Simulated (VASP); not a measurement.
# HfC (Fm-3m) in VASP: notebook, part 2 of 2

VASP 6.6.1.

## Step 3: Single point, LDA

The input, INCAR:

```
PREC = Accurate
ENCUT = 550
EDIFF = 1E-7
ISMEAR = -1
SIGMA = 0.1
LREAL = F
LASPH = T
NELM = 100
ALGO = Normal
ISIF = 2
LWAVE = F
LCHARG = F
ADDGRID = F
```

The input, KPOINTS:

```
Automatic mesh
0
Gamma
  13 13 13
```

The input, POSCAR:

```
HfC
1.0
    0.0000000000      2.3250000000      2.3250000000
    2.3250000000      0.0000000000      2.3250000000
    2.3250000000      2.3250000000      0.0000000000
Hf C
1 1
Direct
    0.5000000000      0.5000000000      0.5000000000
    0.0000000000      0.0000000000      0.0000000000
```

Potentials or basis: VASP PAW LDA potentials, release 64 (Hf, C).

On the command line:

```console
$ cat potpaw_LDA.64/Hf/POTCAR potpaw_LDA.64/C/POTCAR > POTCAR
$ mpirun -np 1 vasp_std > vasp.out
```

OUTCAR:

```text
PREC = Accurate
   ENCUT = 550
   EDIFF = 1E-7
   ISMEAR = -1
   LREAL = F
   LASPH = T
   NELM = 100
   ISIF = 2

 Found     84 irreducible k-points:

 Following reciprocal coordinates:
            Coordinates               Weight
  0.000000  0.000000  0.000000      1.000000
  0.076923  0.000000  0.000000      8.000000
  0.153846  0.000000  0.000000      8.000000
  0.230769  0.000000  0.000000      8.000000
  0.307692  0.000000  0.000000      8.000000
  0.384615  0.000000  0.000000      8.000000
   k-points           NKPTS =     84   k-points in BZ     NKDIM =     84   number of bands    NBANDS=      8
   number of dos      NEDOS =    301   number of ions     NIONS =      2
   total plane-waves  NPLWV =  21952
   dimension x,y,z NGX =    28 NGY =   28 NGZ =   28
   dimension x,y,z NGXF=    56 NGYF=   56 NGZF=   56
   ions per type =               1   1
   NGX,Y,Z   is equivalent  to a cutoff of  14.16, 14.16, 14.16 a.u.
   NGXF,Y,Z  is equivalent  to a cutoff of  28.31, 28.31, 28.31 a.u.
 SYSTEM =  unknown system
   PREC   = accura    normal or accurate (medium, high low for compatibility)
   ISTART =      0    job   : 0-new  1-cont  2-samecut
   ICHARG =      2    charge: 1-file 2-atom 10-const
   ISPIN  =      1    spin polarized calculation?
   LNONCOLLINEAR =      F non collinear calculations
   LSORBIT =      F    spin-orbit coupling
   LASPH  =      T    aspherical Exc in radial PAW
   ENCUT  =  550.0 eV  40.42 Ry    6.36 a.u.   6.29  6.29  6.29*2*pi/ulx,y,z
   NELM   =    100;   NELMIN=  2; NELMDL= -5     # of ELM steps
   EDIFF  = 0.1E-06   stopping-criterion for ELM
   LREAL  =      F    real-space projection
   EDIFFG = 0.1E-05   stopping-criterion for IOM
   NSW    =      0    number of steps for IOM
   IBRION =     -1    ionic relax: 0-MD 1-quasi-New 2-CG
   NFREE  =      0    steps in history (QN), initial steepest desc. (CG)
   ISIF   =      2    stress and relaxation
   ISYM   =      2    0-nonsym 1-usesym 2-fastsym
   POTIM  = 0.5000    time-step for ionic-motion
   TEBEG  =    0.0;   TEEND  =   0.0 temperature during run
   PSTRESS=    0.0 pullay stress
   NELECT =       8.0000    total number of electrons
   NUPDOWN=      -1.0000    fix difference up-down
   EMIN   =  10.00;   EMAX   =-10.00  energy-range for DOS
   EFERMI =   0.00;   METHOD = LEGACY
   ISMEAR =    -1;   SIGMA  =   0.10  broadening in eV -4-tet -1-fermi 0-gaus
   EFERMI_NEDOS =   21; number of points for ismear=-14 and -15
   IALGO  =     38    algorithm
   IMIX   =      4    mixing-type and parameters
     AMIX     =   0.40;   BMIX     =  1.00
     AMIX_MAG =   1.60;   BMIX_MAG =  1.00
  volume/ion in A,a.u.               =      12.57        84.81
  Fermi-wavevector in a.u.,A,eV,Ry     =   1.117734  2.112211 16.998163  1.249330
  Thomas-Fermi vector in A             =   2.254359
   LORBIT       =      0    0 simple, 1 ext, 2 COOP (PROOUT), +10 PAW based schemes
   GGA     = CA    functional components
   LHFCALC =     F    Hartree Fock is set to
   AEXX    =    0.0000 exact exchange contribution
   IVDW    =     0    specifies the selected vdW correction
   LEPSILON=     F    determine dielectric tensor
   LRPA    =     F    only Hartree local field effects (RPA)
 non-spin polarized calculation
  energy-cutoff  :      550.00
  volume of cell :       25.14
 maximum number of plane-waves:       751
 NGX is ok and might be reduce to    28
   NGX = 13   NGY = 13   NGZ = 13

 number of electron       8.0000000 magnetization

 Free energy of the ion-electron system (eV)
  ---------------------------------------------------
  ext. energy  EPLUGINS =         0.00000000
  ---------------------------------------------------
  free energy    TOTEN  =       -22.92993180 eV

  energy without entropy =      -22.92038261  energy(sigma->0) =      -22.92515721

 E-fermi :   6.2001     XC(G=0): -12.1984

 val. band max:        6.1369748964   @ k =   0.4615   0.4615   0.0000
 cond. band min:       6.2362517849   @ k =   0.0769   0.0000   0.0000
 fundamental gap:      0.0992768885
 Fermi energy:         6.2000595793

 k-point     1 :       0.0000    0.0000    0.0000
  band No.  band energies     occupation
      1      -5.9172      2.00000
      2       7.2415      0.00006
      3       7.2415      0.00006
      4       7.2415      0.00006
      5       7.5239      0.00000
      6       7.5239      0.00000
      7       7.5239      0.00000
      8       9.5434      0.00000
[... 45 lines left out ...]
 k-point     6 :       0.3846    0.0000    0.0000
  band No.  band energies     occupation
      1      -3.0620      2.00000
      2       1.0968      2.00000
      3       3.5030      2.00000
      4       3.5030      2.00000
      5      10.4761      0.00000
      6      10.7194      0.00000
      7      10.7194      0.00000
      8      14.5772      0.00000

 [... further k-points ...]

------------------------ aborting loop because EDIFF is reached ----------------------------------------

  FORCE on cell =-STRESS in cart. coord.  units (eV):
  Direction    XX          YY          ZZ          XY          YZ          ZX
  --------------------------------------------------------------------------------------
  -------------------------------------------------------------------------------------
  Total       -1.8311098     -1.8311098     -1.8311098      0.0000000      0.0000000      0.0000000
  in kB     -116.7148456   -116.7148456   -116.7148456      0.0000000      0.0000000      0.0000000
  external PRESSURE =    -116.7148456 kB  Pullay stress =       0.0000000 kB

 VOLUME and BASIS-vectors are now :
 -----------------------------------------------------------------------------
  energy-cutoff  :      550.00
  volume of cell :       25.14
      direct lattice vectors                 reciprocal lattice vectors
     0.000000000  2.325000000  2.325000000    -0.215053763  0.215053763  0.215053763
     2.325000000  0.000000000  2.325000000     0.215053763 -0.215053763  0.215053763
     2.325000000  2.325000000  0.000000000     0.215053763  0.215053763 -0.215053763

 POSITION                                       TOTAL-FORCE (eV/Angst)
 -----------------------------------------------------------------------------------
      2.32500      2.32500      2.32500         0.000000      0.000000      0.000000
      0.00000      0.00000      0.00000         0.000000      0.000000      0.000000
 -----------------------------------------------------------------------------------
    total drift:                               -0.000000      0.000000      0.000000

  FREE ENERGIE OF THE ION-ELECTRON SYSTEM (eV)
  ---------------------------------------------------
  free  energy   TOTEN  =       -22.9299318047 eV

  energy  without entropy=      -22.9203826071  energy(sigma->0) =      -22.92515721
```

Run time: 58 s. Hardware: 1 thread of AMD EPYC, shared host; peak memory 0.13 GiB.

These settings aren't checked as converged: the numbers below hold their error.

Results:

```
Free energy            : -22.9299 eV
Pressure               : -11.7 GPa
Band gap on the k mesh : none (metal or under the smearing width)
```

## Step 4: Single point, LDA

INCAR is that of step 3.

The input, KPOINTS:

```
Automatic mesh
0
Gamma
  15 15 15
```

POSCAR is that of step 3.

Potentials or basis: VASP PAW LDA potentials, release 64 (Hf, C).

On the command line:

```console
$ cat potpaw_LDA.64/Hf/POTCAR potpaw_LDA.64/C/POTCAR > POTCAR
$ mpirun -np 1 vasp_std > vasp.out
```

OUTCAR:

```text
PREC = Accurate
   ENCUT = 550
   EDIFF = 1E-7
   ISMEAR = -1
   LREAL = F
   LASPH = T
   NELM = 100
   ISIF = 2

 Found    120 irreducible k-points:

 Following reciprocal coordinates:
            Coordinates               Weight
  0.000000  0.000000  0.000000      1.000000
  0.066667  0.000000  0.000000      8.000000
  0.133333  0.000000  0.000000      8.000000
  0.200000  0.000000  0.000000      8.000000
  0.266667  0.000000  0.000000      8.000000
  0.333333  0.000000  0.000000      8.000000
   k-points           NKPTS =    120   k-points in BZ     NKDIM =    120   number of bands    NBANDS=      8
   number of dos      NEDOS =    301   number of ions     NIONS =      2
   total plane-waves  NPLWV =  21952
   dimension x,y,z NGX =    28 NGY =   28 NGZ =   28
   dimension x,y,z NGXF=    56 NGYF=   56 NGZF=   56
   ions per type =               1   1
   NGX,Y,Z   is equivalent  to a cutoff of  14.16, 14.16, 14.16 a.u.
   NGXF,Y,Z  is equivalent  to a cutoff of  28.31, 28.31, 28.31 a.u.
 SYSTEM =  unknown system
   PREC   = accura    normal or accurate (medium, high low for compatibility)
   ISTART =      0    job   : 0-new  1-cont  2-samecut
   ICHARG =      2    charge: 1-file 2-atom 10-const
   ISPIN  =      1    spin polarized calculation?
   LNONCOLLINEAR =      F non collinear calculations
   LSORBIT =      F    spin-orbit coupling
   LASPH  =      T    aspherical Exc in radial PAW
   ENCUT  =  550.0 eV  40.42 Ry    6.36 a.u.   6.29  6.29  6.29*2*pi/ulx,y,z
   NELM   =    100;   NELMIN=  2; NELMDL= -5     # of ELM steps
   EDIFF  = 0.1E-06   stopping-criterion for ELM
   LREAL  =      F    real-space projection
   EDIFFG = 0.1E-05   stopping-criterion for IOM
   NSW    =      0    number of steps for IOM
   IBRION =     -1    ionic relax: 0-MD 1-quasi-New 2-CG
   NFREE  =      0    steps in history (QN), initial steepest desc. (CG)
   ISIF   =      2    stress and relaxation
   ISYM   =      2    0-nonsym 1-usesym 2-fastsym
   POTIM  = 0.5000    time-step for ionic-motion
   TEBEG  =    0.0;   TEEND  =   0.0 temperature during run
   PSTRESS=    0.0 pullay stress
   NELECT =       8.0000    total number of electrons
   NUPDOWN=      -1.0000    fix difference up-down
   EMIN   =  10.00;   EMAX   =-10.00  energy-range for DOS
   EFERMI =   0.00;   METHOD = LEGACY
   ISMEAR =    -1;   SIGMA  =   0.10  broadening in eV -4-tet -1-fermi 0-gaus
   EFERMI_NEDOS =   21; number of points for ismear=-14 and -15
   IALGO  =     38    algorithm
   IMIX   =      4    mixing-type and parameters
     AMIX     =   0.40;   BMIX     =  1.00
     AMIX_MAG =   1.60;   BMIX_MAG =  1.00
  volume/ion in A,a.u.               =      12.57        84.81
  Fermi-wavevector in a.u.,A,eV,Ry     =   1.117734  2.112211 16.998163  1.249330
  Thomas-Fermi vector in A             =   2.254359
   LORBIT       =      0    0 simple, 1 ext, 2 COOP (PROOUT), +10 PAW based schemes
   GGA     = CA    functional components
   LHFCALC =     F    Hartree Fock is set to
   AEXX    =    0.0000 exact exchange contribution
   IVDW    =     0    specifies the selected vdW correction
   LEPSILON=     F    determine dielectric tensor
   LRPA    =     F    only Hartree local field effects (RPA)
 non-spin polarized calculation
  energy-cutoff  :      550.00
  volume of cell :       25.14
 maximum number of plane-waves:       751
 NGX is ok and might be reduce to    28
   NGX = 13   NGY = 13   NGZ = 13

 number of electron       8.0000000 magnetization

 Free energy of the ion-electron system (eV)
  ---------------------------------------------------
  ext. energy  EPLUGINS =         0.00000000
  ---------------------------------------------------
  free energy    TOTEN  =       -22.92972817 eV

  energy without entropy =      -22.91959910  energy(sigma->0) =      -22.92466363

 E-fermi :   6.2012     XC(G=0): -12.1984

 val. band max:        6.1804053807   @ k =   0.4000   0.3333   0.0000
 cond. band min:       6.2114232095   @ k =   0.3333   0.2667   0.0000
 fundamental gap:      0.0310178288
 Fermi energy:         6.2012386307

 k-point     1 :       0.0000    0.0000    0.0000
  band No.  band energies     occupation
      1      -5.9172      2.00000
      2       7.2415      0.00006
      3       7.2415      0.00006
      4       7.2415      0.00006
      5       7.5239      0.00000
      6       7.5239      0.00000
      7       7.5239      0.00000
      8       9.5435      0.00000
[... 45 lines left out ...]
 k-point     6 :       0.3333    0.0000    0.0000
  band No.  band energies     occupation
      1      -3.6417      2.00000
      2       1.8500      2.00000
      3       3.7904      2.00000
      4       3.7904      2.00000
      5       9.8839      0.00000
      6      10.1373      0.00000
      7      10.1373      0.00000
      8      15.2250      0.00000

 [... further k-points ...]

------------------------ aborting loop because EDIFF is reached ----------------------------------------

  FORCE on cell =-STRESS in cart. coord.  units (eV):
  Direction    XX          YY          ZZ          XY          YZ          ZX
  --------------------------------------------------------------------------------------
  -------------------------------------------------------------------------------------
  Total       -1.8308092     -1.8308092     -1.8308092      0.0000000     -0.0000000     -0.0000000
  in kB     -116.6956844   -116.6956844   -116.6956844      0.0000000     -0.0000000     -0.0000000
  external PRESSURE =    -116.6956844 kB  Pullay stress =       0.0000000 kB

 VOLUME and BASIS-vectors are now :
 -----------------------------------------------------------------------------
  energy-cutoff  :      550.00
  volume of cell :       25.14
      direct lattice vectors                 reciprocal lattice vectors
     0.000000000  2.325000000  2.325000000    -0.215053763  0.215053763  0.215053763
     2.325000000  0.000000000  2.325000000     0.215053763 -0.215053763  0.215053763
     2.325000000  2.325000000  0.000000000     0.215053763  0.215053763 -0.215053763

 POSITION                                       TOTAL-FORCE (eV/Angst)
 -----------------------------------------------------------------------------------
      2.32500      2.32500      2.32500         0.000000      0.000000     -0.000000
      0.00000      0.00000      0.00000         0.000000      0.000000      0.000000
 -----------------------------------------------------------------------------------
    total drift:                               -0.000000      0.000000      0.000000

  FREE ENERGIE OF THE ION-ELECTRON SYSTEM (eV)
  ---------------------------------------------------
  free  energy   TOTEN  =       -22.9297281734 eV

  energy  without entropy=      -22.9195990951  energy(sigma->0) =      -22.92466363
```

stdout:

```text
POSCAR found type information on POSCAR HfC
 POSCAR found :  2 types and       2 ions
 scaLAPACK will be used
 LDA part: xc-table for (Slater(with rela. corr.)+CA(PZ))
 , standard interpolation
 POSCAR, INCAR and KPOINTS ok, starting setup
 FFT: planning ... GRIDC
 FFT: planning ... GRID_SOFT
 FFT: planning ... GRID
 WAVECAR not read
 entering main loop
```

Run time: 71 s. Hardware: 1 thread of AMD EPYC, shared host; peak memory 0.14 GiB.

The run converged, but some of its settings lie outside the range that counts as converged, so its numbers aren't taken as properties of the crystal.

What came out:

```
Free energy            : -22.9297 eV
Pressure               : -11.7 GPa
Band gap on the k mesh : none (metal or under the smearing width)
```

## Step 5: Single point, PBE

The input, INCAR:

```
SYSTEM = HfC
PREC = Accurate
ENCUT = 520
EDIFF = 1E-6
ISMEAR = 0
SIGMA = 0.012
LREAL = .FALSE.
LASPH = .TRUE.
NELM = 100
ALGO = Normal
ISIF = 2
LWAVE = .FALSE.
LCHARG = .FALSE.
GGA = PE
NBANDS = 14
```

The input, KPOINTS:

```
Automatic mesh
0
G
  10 10 10
  0 0 0
```

POSCAR is that of step 4.

Potentials or basis: VASP PAW PBE potentials, release 64 (Hf_pv, C).

On the command line:

```console
$ cat potpaw_PBE.64/Hf_pv/POTCAR potpaw_PBE.64/C/POTCAR > POTCAR
$ mpirun -np 1 vasp_std > vasp.out
```

It took 8 s on 1 thread of AMD EPYC 9R45 (Zen 5), shared host; peak memory 0.12 GiB.

The run converged. Its results:

* Free energy: -21.0427 eV
* Pressure: -0.5 GPa
* Band gap on the k mesh: none (metal or under the smearing width)

Levels at points of the mesh, in eV from the Fermi level:
```csv
k point,band 4,band 5,band 6,band 7,band 8,band 9,band 10,band 11
"(0.00, 0.00, 0.00)",-12.33,0.98,0.98,0.98,1.38,1.38,1.38,3.38
"(0.50, 0.00, 0.00)",-8.58,-6.15,-3.00,-3.00,5.30,5.30,5.77,6.53
"(0.50, 0.50, 0.00)",-10.43,-2.60,-1.79,-0.11,-0.11,5.29,6.72,6.72
```

## Step 6: For comparison

An earlier run on the cell as given: functional PBE; potentials or basis VASP PAW PBE potentials, release 64 (Hf_pv, C); cutoff 520 eV; k mesh 10 × 10 × 10; occupations fermi-dirac, width 0.05 eV; no spin polarisation.

* Pressure: -0.4 GPa
* Band gap on the k mesh: none (metal or under the smearing width)

## Step 7: The runs side by side

```csv
level,potentials or basis,k mesh,cutoff (eV),smearing,gap on the mesh (eV),pressure (GPa)
LDA,"VASP PAW LDA potentials, release 64 (Hf, C)",18 × 18 × 18,900,fermi-dirac 0.1 eV,none,-11.7
PBE,"VASP PAW PBE potentials, release 64 (Hf_pv, C)",10 × 10 × 10,520,gaussian 0.012 eV,none,-0.5
PBE,"VASP PAW PBE potentials, release 64 (Hf_pv, C)",10 × 10 × 10,520,fermi-dirac 0.05 eV,none,-0.4
```

Alike in all rows: task single point; no spin polarisation; cell as given.

Absolute energies hang on the potentials; compare differences alone.
